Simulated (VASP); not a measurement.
# RuS2 (Laurite) (Pa-3) in VASP: relaxation of cell and atoms with PBE

Aim: the relaxation of cell and atoms of RuS2 (Laurite) with PBE.

Program: VASP 6.6.1. These are calculated values, not measurements. Logs are shortened: lines on timing, memory, paths and dates and some standing lists are left out, and cuts for length are marked.

## Step 1: The crystal as given

The structure is cubic, space group Pa-3 (No. 205). Conventional cell: a = 5.611 Å, b = 5.611 Å, c = 5.611 Å, α = 90.00°, β = 90.00°, γ = 90.00°. Ru (site symmetry -3) has 6 S at 2.35 Å as nearest neighbours. S (site symmetry 3) has 1 S at 2.17 Å and 3 Ru at 2.35 Å as nearest neighbours.

## Step 2: Relaxation of cell and atoms, PBE

INCAR reads:

```
SYSTEM = RuS2
ALGO = Fast
EDIFF = 1E-6
EDIFFG = -0.01
ENCUT = 600
GGA = PE
IBRION = 2
ISIF = 3
ISMEAR = 0
KPAR = 4
LASPH = .True.
LCHARG = .False.
LREAL = .False.
LWAVE = .False.
NELM = 100
NSW = 60
PREC = Accurate
SIGMA = 0.02
```

KPOINTS reads:

```
k-points
0
Gamma
  4 4 4
  0 0 0
```

POSCAR reads:

```
RuS2
1.0
    5.6106000000      0.0000000000      0.0000000000
    0.0000000000      5.6106000000      0.0000000000
    0.0000000000      0.0000000000      5.6106000000
Ru S
4 8
Direct
    0.0000000000      0.5000000000      0.5000000000
    0.5000000000      0.5000000000      0.0000000000
    0.5000000000      0.0000000000      0.5000000000
    0.0000000000      0.0000000000      0.0000000000
    0.3883100000      0.1116900000      0.8883100000
    0.1116900000      0.8883100000      0.3883100000
    0.8883100000      0.3883100000      0.1116900000
    0.6116900000      0.6116900000      0.6116900000
    0.6116900000      0.8883100000      0.1116900000
    0.8883100000      0.1116900000      0.6116900000
    0.1116900000      0.6116900000      0.8883100000
    0.3883100000      0.3883100000      0.3883100000
```

Potentials or basis: VASP PAW PBE potentials, release 64 (Ru_pv, S).

Command:

```console
$ cat potpaw_PBE.64/Ru_pv/POTCAR potpaw_PBE.64/S/POTCAR > POTCAR
$ mpirun -np 4 vasp_std > vasp.out
```

OUTCAR:

```text
SYSTEM = RuS2
   EDIFF = 1E-6
   EDIFFG = -0.01
   ENCUT = 600
   GGA = PE
   IBRION = 2
   ISIF = 3
   ISMEAR = 0
   LASPH = .True.
   LREAL = .False.
   NELM = 100
   NSW = 60
   PREC = Accurate

 ion  position               nearest neighbor table
   1  0.000  0.500  0.500-   6 2.35   7 2.35   8 2.35  10 2.35  11 2.35  12 2.35
   2  0.500  0.500  0.000-   5 2.35   7 2.35   8 2.35   9 2.35  11 2.35  12 2.35
   3  0.500  0.000  0.500-   5 2.35   6 2.35   8 2.35   9 2.35  10 2.35  12 2.35
   4  0.000  0.000  0.000-   5 2.35   6 2.35   7 2.35   9 2.35  10 2.35  11 2.35
   5  0.388  0.112  0.888-   9 2.17   3 2.35   4 2.35   2 2.35
   6  0.112  0.888  0.388-  10 2.17   3 2.35   4 2.35   1 2.35
   7  0.888  0.388  0.112-  11 2.17   2 2.35   4 2.35   1 2.35
   8  0.612  0.612  0.612-  12 2.17   2 2.35   3 2.35   1 2.35
   9  0.612  0.888  0.112-   5 2.17   3 2.35   4 2.35   2 2.35
  10  0.888  0.112  0.612-   6 2.17   3 2.35   4 2.35   1 2.35
  11  0.112  0.612  0.888-   7 2.17   2 2.35   4 2.35   1 2.35
  12  0.388  0.388  0.388-   8 2.17   2 2.35   3 2.35   1 2.35

  LATTYP: Found a simple cubic cell.
 ALAT       =     5.6106000000

  Lattice vectors:

 A1 = (   5.6106000000,   0.0000000000,   0.0000000000)
 A2 = (   0.0000000000,   5.6106000000,   0.0000000000)
 A3 = (   0.0000000000,   0.0000000000,   5.6106000000)

Analysis of symmetry for initial positions (statically):
=====================================================================
 Subroutine PRICEL returns:
 Original cell was already a primitive cell.

 Routine SETGRP: Setting up the symmetry group for a
 simple cubic supercell.

 Subroutine GETGRP returns: Found 24 space group operations
 (whereof  6 operations were pure point group operations)
 out of a pool of 48 trial point group operations.

The static configuration has the point symmetry S_6 .
 The point group associated with its full space group is T_h .

Analysis of symmetry for dynamics (positions and initial velocities):
=====================================================================
 Subroutine PRICEL returns:
 Original cell was already a primitive cell.

 Routine SETGRP: Setting up the symmetry group for a
 simple cubic supercell.

 Subroutine GETGRP returns: Found 24 space group operations
 (whereof  6 operations were pure point group operations)
 out of a pool of 48 trial point group operations.

The dynamic configuration has the point symmetry S_6 .
 The point group associated with its full space group is T_h .

 Subroutine INISYM returns: Found 24 space group operations
 (whereof  6 operations are pure point group operations),
 and found     1 'primitive' translations

----------------------------------------------------------------------------------------

                                     Primitive cell

  volume of cell :     176.6151

  direct lattice vectors                    reciprocal lattice vectors
     5.610600000  0.000000000  0.000000000     0.178234057  0.000000000  0.000000000
     0.000000000  5.610600000  0.000000000     0.000000000  0.178234057  0.000000000
     0.000000000  0.000000000  5.610600000     0.000000000  0.000000000  0.178234057

  length of vectors
     5.610600000  5.610600000  5.610600000     0.178234057  0.178234057  0.178234057

  position of ions in fractional coordinates (direct lattice)
     0.000000000  0.500000000  0.500000000
     0.500000000  0.500000000  0.000000000
     0.500000000  0.000000000  0.500000000
     0.000000000  0.000000000  0.000000000
     0.388310000  0.111690000  0.888310000
     0.111690000  0.888310000  0.388310000
     0.888310000  0.388310000  0.111690000
     0.611690000  0.611690000  0.611690000
     0.611690000  0.888310000  0.111690000
     0.888310000  0.111690000  0.611690000
     0.111690000  0.611690000  0.888310000
     0.388310000  0.388310000  0.388310000

  ion indices of the primitive-cell ions
   primitive index   ion index
                 1           1
                 2           2
                 3           3
                 4           4
                 5           5
                 6           6
                 7           7
                 8           8
                 9           9
                10          10
                11          11
                12          12

----------------------------------------------------------------------------------------

 KPOINTS: k-points

Automatic generation of k-mesh.
 Grid dimensions read from file:
 generate k-points for:    4    4    4

 Generating k-lattice:

  Cartesian coordinates                     Fractional coordinates (reciprocal lattice)
     0.044558514  0.000000000  0.000000000     0.250000000  0.000000000  0.000000000
     0.000000000  0.044558514  0.000000000     0.000000000  0.250000000  0.000000000
     0.000000000  0.000000000  0.044558514     0.000000000  0.000000000  0.250000000

  Length of vectors
     0.044558514  0.044558514  0.044558514

  Shift w.r.t. Gamma in fractional coordinates (k-lattice)
     0.000000000  0.000000000  0.000000000

 Subroutine IBZKPT returns following result:
 ===========================================

 Found     11 irreducible k-points:

 Following reciprocal coordinates:
            Coordinates               Weight
  0.000000  0.000000  0.000000      1.000000
  0.250000  0.000000  0.000000      6.000000
  0.500000  0.000000  0.000000      3.000000
  0.250000  0.250000  0.000000     12.000000
  0.500000  0.250000  0.000000      6.000000
 -0.250000  0.500000  0.000000      6.000000
  0.500000  0.500000  0.000000      3.000000
  0.250000  0.250000  0.250000      8.000000
  0.500000  0.250000  0.250000     12.000000
  0.500000  0.500000  0.250000      6.000000
  0.500000  0.500000  0.500000      1.000000
   k-points           NKPTS =     11   k-points in BZ     NKDIM =     11   number of bands    NBANDS=     62
   number of dos      NEDOS =    301   number of ions     NIONS =     12
   total plane-waves  NPLWV = 110592
   dimension x,y,z NGX =    48 NGY =   48 NGZ =   48
   dimension x,y,z NGXF=    96 NGYF=   96 NGZF=   96
   ions per type =               4   8
   NGX,Y,Z   is equivalent  to a cutoff of  14.22, 14.22, 14.22 a.u.
   NGXF,Y,Z  is equivalent  to a cutoff of  28.45, 28.45, 28.45 a.u.
 SYSTEM =  RuS2
   PREC   = accura    normal or accurate (medium, high low for compatibility)
   ISTART =      0    job   : 0-new  1-cont  2-samecut
   ICHARG =      2    charge: 1-file 2-atom 10-const
   ISPIN  =      1    spin polarized calculation?
   LNONCOLLINEAR =      F non collinear calculations
   LSORBIT =      F    spin-orbit coupling
   LASPH  =      T    aspherical Exc in radial PAW
   ENCUT  =  600.0 eV  44.10 Ry    6.64 a.u.  11.21 11.21 11.21*2*pi/ulx,y,z
   NELM   =    100;   NELMIN=  2; NELMDL= -5     # of ELM steps
   EDIFF  = 0.1E-05   stopping-criterion for ELM
   LREAL  =      F    real-space projection
   EDIFFG = -.1E-01   stopping-criterion for IOM
   NSW    =     60    number of steps for IOM
   IBRION =      2    ionic relax: 0-MD 1-quasi-New 2-CG
   NFREE  =      1    steps in history (QN), initial steepest desc. (CG)
   ISIF   =      3    stress and relaxation
   ISYM   =      2    0-nonsym 1-usesym 2-fastsym
   POTIM  = 0.5000    time-step for ionic-motion
   TEBEG  =    0.0;   TEEND  =   0.0 temperature during run
   PSTRESS=    0.0 pullay stress
   NELECT =     104.0000    total number of electrons
   NUPDOWN=      -1.0000    fix difference up-down
   EMIN   =  10.00;   EMAX   =-10.00  energy-range for DOS
   EFERMI =   0.00;   METHOD = LEGACY
   ISMEAR =     0;   SIGMA  =   0.02  broadening in eV -4-tet -1-fermi 0-gaus
   EFERMI_NEDOS =   21; number of points for ismear=-14 and -15
   IALGO  =     68    algorithm
   IMIX   =      4    mixing-type and parameters
     AMIX     =   0.40;   BMIX     =  1.00
     AMIX_MAG =   1.60;   BMIX_MAG =  1.00
  volume/ion in A,a.u.               =      14.72        99.32
  Fermi-wavevector in a.u.,A,eV,Ry     =   1.372176  2.593038 25.617978  1.882868
  Thomas-Fermi vector in A             =   2.497807
   LORBIT       =      0    0 simple, 1 ext, 2 COOP (PROOUT), +10 PAW based schemes
   GGA     = PE    functional components
   LHFCALC =     F    Hartree Fock is set to
   AEXX    =    0.0000 exact exchange contribution
   IVDW    =     0    specifies the selected vdW correction
   LEPSILON=     F    determine dielectric tensor
   LRPA    =     F    only Hartree local field effects (RPA)
 conjugate gradient relaxation of ions
 non-spin polarized calculation
 RMM-DIIS sequential band-by-band and
 Gauss-broadening in eV      SIGMA  =   0.02
  energy-cutoff  :      600.00
  volume of cell :      176.62
 maximum number of plane-waves:      5940
 NGX is ok and might be reduce to    48
   NGX = 23   NGY = 23   NGZ = 23

--------------------------------------- Ionic step        1  -------------------------------------------

 number of electron     103.9999979 magnetization

 Free energy of the ion-electron system (eV)
  ---------------------------------------------------
  ext. energy  EPLUGINS =         0.00000000
  ---------------------------------------------------
  free energy    TOTEN  =       -76.55527514 eV

  energy without entropy =      -76.55527514  energy(sigma->0) =      -76.55527514

------------------------ aborting loop because EDIFF is reached ----------------------------------------

  FORCE on cell =-STRESS in cart. coord.  units (eV):
  Direction    XX          YY          ZZ          XY          YZ          ZX
  --------------------------------------------------------------------------------------
  -------------------------------------------------------------------------------------
  Total        3.7862075      3.7862075      3.7862075     -0.0000000      0.0000000      0.0000000
  in kB       34.3468624     34.3468624     34.3468624     -0.0000000      0.0000000      0.0000000
  external PRESSURE =      34.3468624 kB  Pullay stress =       0.0000000 kB
[... 169 lines left out ...]
  energy  without entropy=      -76.6008061768  energy(sigma->0) =      -76.60080618

--------------------------------------- Ionic step        5  -------------------------------------------

 number of electron     103.9999983 magnetization

 Free energy of the ion-electron system (eV)
  ---------------------------------------------------
  ext. energy  EPLUGINS =         0.00000000
  ---------------------------------------------------
  free energy    TOTEN  =       -76.60128168 eV

  energy without entropy =      -76.60128168  energy(sigma->0) =      -76.60128168

 E-fermi :   8.8296     XC(G=0): -11.8522

 val. band max:        8.7266728520   @ k =   0.5000   0.0000   0.0000
 cond. band min:       9.3475825898   @ k =   0.0000   0.0000   0.0000
 fundamental gap:      0.6209097378
 Fermi energy:         8.8295692511

 k-point     1 :       0.0000    0.0000    0.0000
  band No.  band energies     occupation
      1     -33.2339      2.00000
      2     -33.2339      2.00000
      3     -33.2339      2.00000
      4     -33.2251      2.00000
      5     -33.2251      2.00000
      6     -33.2221      2.00000
[... 743 lines left out ...]
  FREE ENERGIE OF THE ION-ELECTRON SYSTEM (eV)
  ---------------------------------------------------
  free  energy   TOTEN  =       -76.6012816805 eV

  energy  without entropy=      -76.6012816805  energy(sigma->0) =      -76.60128168

 reached required accuracy - stopping structural energy minimisation
```

Run time: 6.1 min. Hardware: 4 MPI ranks of AMD EPYC 7R43 (Zen 3), shared host; peak memory 0.39 GiB.

Results:

| Quantity | Value |
| --- | --- |
| Free energy | -76.6013 eV |
| Relaxed volume | 15.00 Å³/atom |
| Relaxed cell | a = 5.646 Å, b = 5.646 Å, c = 5.646 Å, α = 90.00°, β = 90.00°, γ = 90.00° |
| Space group after relaxing (to 0.05 Å) | Pa-3 (No. 205) |
| Energy gained by relaxing | 3.8 meV/atom |
| Ionic steps | 5 |
| Pressure after relaxing | 0.0 GPa |
| Largest force after relaxing | 0.005 eV/Å |
| Band gap on the k mesh | 0.62 eV, indirect (least direct gap 0.84 eV) |

Forces in eV/Å, atoms in the order of the input:
```
Ru   0.000  0.000  0.000
Ru   0.000  0.000  0.000
Ru   0.000  0.000  0.000
Ru   0.000  0.000  0.000
S   -0.003  0.003 -0.003
S    0.003 -0.003 -0.003
S   -0.003 -0.003  0.003
S    0.003  0.003  0.003
S    0.003 -0.003  0.003
S   -0.003  0.003  0.003
S    0.003  0.003 -0.003
S   -0.003 -0.003 -0.003
```

The path:
| step | energy change (eV) | largest force (eV/Å) | pressure (GPa) | volume (Å³) |
| --- | --- | --- | --- | --- |
| 1 | 0.0000 | 0.2070 | 3.43 | 176.62 |
| 2 | 0.0206 | 0.0486 | -4.27 | 184.80 |
| 3 | -0.0414 | 0.1290 | -0.20 | 180.22 |
| 4 | -0.0455 | 0.0401 | -0.06 | 180.06 |
| 5 | -0.0460 | 0.0049 | 0.01 | 179.99 |

Final structure:
```
Ru S
1.0
     5.64612    0.00000    0.00000
     0.00000    5.64612    0.00000
     0.00000    0.00000    5.64612
Ru S
4 8
Cartesian
  0.0000 2.8231 2.8231
  2.8231 2.8231 0.0000
  2.8231 0.0000 2.8231
  0.0000 0.0000 0.0000
  2.1850 0.6381 5.0081
  0.6381 5.0081 2.1850
  5.0081 2.1850 0.6381
  3.4611 3.4611 3.4611
  3.4611 5.0081 0.6381
  5.0081 0.6381 3.4611
  0.6381 3.4611 5.0081
  2.1850 2.1850 2.1850
```

Levels at points of the mesh, in eV from the valence-band top:
| k point | band 49 | band 50 | band 51 | band 52 | band 53 | band 54 | band 55 | band 56 |
| --- | --- | --- | --- | --- | --- | --- | --- | --- |
| (0.00, 0.00, 0.00) | -0.52 | -0.52 | -0.52 | -0.22 | 0.62 | 2.49 | 2.49 | 2.49 |
| (0.50, 0.00, 0.00) | -0.27 | -0.27 | 0.00 | 0.00 | 2.00 | 2.00 | 2.19 | 2.19 |
| (0.50, 0.50, 0.00) | -0.11 | -0.11 | -0.11 | -0.11 | 2.37 | 2.37 | 2.37 | 2.37 |
| (0.50, 0.50, 0.50) | -0.66 | -0.66 | -0.66 | -0.66 | 2.18 | 2.18 | 2.18 | 2.18 |
